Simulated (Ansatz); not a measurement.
# BaTe (Fm-3m), phonons: input and output

Computed with LDA, PAW on Ansatz 0.2.0's default frozen-core files (fitted under PBE), scalar-relativistic; not a measurement.

The cell comes from a PAW relaxation under the same functional.

Launched as:

```sh
ansatz run input.yaml --threads 2 --pin off --max-ram 5120MiB --backend cpu --events-out ev --progress --plain --runs-dir out
```

input.yaml:

```yaml
crystal:
  lattice:
    - [0.0, 3.43317202147, 3.43317202147]
    - [3.43317202147, 0.0, 3.43317202147]
    - [3.43317202147, 3.43317202147, 0.0]
  atoms:
    - { symbol: Ba, position: [0.0, 0.0, 0.0] }
    - { symbol: Te, position: [0.5, 0.5, 0.5] }
kpoints:
  mp_grid: { grid: [6, 6, 6] }
scf:
  occupations: { method: fixed }
hamiltonian:
  xc: lda
  pseudopotentials: { kind: paw }
phonons:
  method: dfpt
  dielectric: true
  rigid_motions: translations
```

The program printed:

```
Warning: RAYON_NUM_THREADS=2 ignored (pool sized by the plan → 2); use --threads N
Engine: ansatz 0.2.0, aarch64-unknown-linux-gnu
Pseudopotentials: kind: paw
Pseudopotential: Ba, paw, valence charge 10, recommended cutoff 420 eV (normal), Ba.paw.azcp
Pseudopotential: Te, paw, valence charge 16, recommended cutoff 420 eV (normal), Te.paw.azcp
Functional definition: SPW92
  exchange = slater_x
  correlation = pw_c
Crystal: 2 atoms, lattice volume = 80.931 Å³
Basis set: ecut = 420 eV, 1591 PW (Γ), exchange–correlation on 72×72×72 points (8 copies of the dense FFT grid, shifted against one another)
Bands: 17, of which v1, the nominal top of the filled ones, is band 13 counted from 1 (12 counted from 0)
Symmetry: 48 space group operations
k-points: 30 of 216 (irreducible under 8 space group operations, time reversal used)
Non-local potential: Ba, projectors of the file, l = 0: 3, l = 1: 2, l = 2: 2, l = 3: 2
Non-local potential: Te, projectors of the file, l = 0: 2, l = 1: 2, l = 2: 2, l = 3: 2
PAW form: soft (Blöchl's): semilocal exchange-correlation on the pseudo side does not see the compensation charge
[... 61 lines left out ...]
        0.000000     6.436569     0.000000
       -0.000000     0.000000     6.436569
  ε⁰ (static dielectric tensor: ions relaxed, cell fixed):
       12.660403    -0.000000     0.000000
       -0.000000    12.660403    -0.000000
        0.000000    -0.000000    12.660403
  ε⁰ − ε∞ (ionic part):
        6.223834    -0.000000     0.000000
       -0.000000     6.223834    -0.000000
        0.000000    -0.000000     6.223834
  softest optical mode at Γ: 99.27 cm⁻¹; the repairs (sum rule, projections) moved no ω² at Γ by more than (0.75 cm⁻¹)²
  Born effective charges Z* (e; rows j = field, columns β = displacement):
    site 0:
         2.58301    0.00000    0.00000
        -0.00000    2.58301   -0.00000
         0.00000   -0.00000    2.58301
    site 1:
        -2.58301   -0.00000   -0.00000
         0.00000   -2.58301    0.00000
        -0.00000    0.00000   -2.58301
  Z* charge neutrality: 3.778e-3 e pre-enforcement
  solved inside a basis spanned on kpoints, on 6×6×6 k-points, its susceptibility summed on 10×10×10: ε∞ is read to err by 1.9e-2, Z* by 1.9e-2 e (field_mesh: kpoints solves on kpoints); Z* is corrected for what the basis lacks
  optical modes at Γ without the LO–TO term, one row a degenerate level:
      ω (cm⁻¹)  modes    IR ((D/Å)²/amu)
         99.27      3             6.9816
  optical modes at Γ + LO–TO along q̂ = [1.0000, 0.0000, 0.0000]:
      ω (cm⁻¹)  modes    IR ((D/Å)²/amu)
         99.27      2             4.6544
        139.22      1             2.3272
  optical modes at Γ + LO–TO along q̂ = [0.0000, 1.0000, 0.0000]:
      ω (cm⁻¹)  modes    IR ((D/Å)²/amu)
         99.27      2             4.6544
        139.22      1             2.3272
  optical modes at Γ + LO–TO along q̂ = [0.0000, 0.0000, 1.0000]:
      ω (cm⁻¹)  modes    IR ((D/Å)²/amu)
         99.27      2             4.6544
        139.22      1             2.3272
```

The run converged.

**Field response**

Linear response of an insulating crystal by Kohn-Sham DFT to a field and to zone-centre displacements, local fields included; Born charges neutralised; LO modes for wave vectors along x and z; Cartesian axes as in the input.

```
Dielectric electronic (x, y, z)   : 6.437, 6.437, 6.437
Dielectric static (x, y, z)       : 12.66, 12.66, 12.66
Highest phonon with field along x : 139.2 cm⁻¹
Highest phonon with field along z : 139.2 cm⁻¹
Highest phonon without field      : 99.27 cm⁻¹
```

```csv
atom,born charge xx (e),born charge yy (e),born charge zz (e)
Ba1,2.583,2.583,2.583
Te2,-2.583,-2.583,-2.583
```

Zone-centre phonons:

Harmonic phonons of a crystal by Kohn-Sham DFT at the given cell, standard atomic masses, acoustic sum rule imposed; negative wavenumbers are unstable modes; optical zone-centre levels upwards with Mulliken labels, activity, and the element with most of the kinetic energy.

```json
{"Point group": "m-3m"}
```

```
number  phonon wavenumber (cm⁻¹)  label  infrared  raman  lead element
     1                      99.3    T1u       yes     no            Te
```

Known limits: frozen-core PAW files fitted under PBE, their cores solved anew for the functional of the run; zone-boundary modes aren't tested; field response not resolved by the mesh; no LO-TO term at the zone centre.

It took 27 s on 2 threads of Arm Neoverse V1 (shared host), peak memory 0.5 GiB.
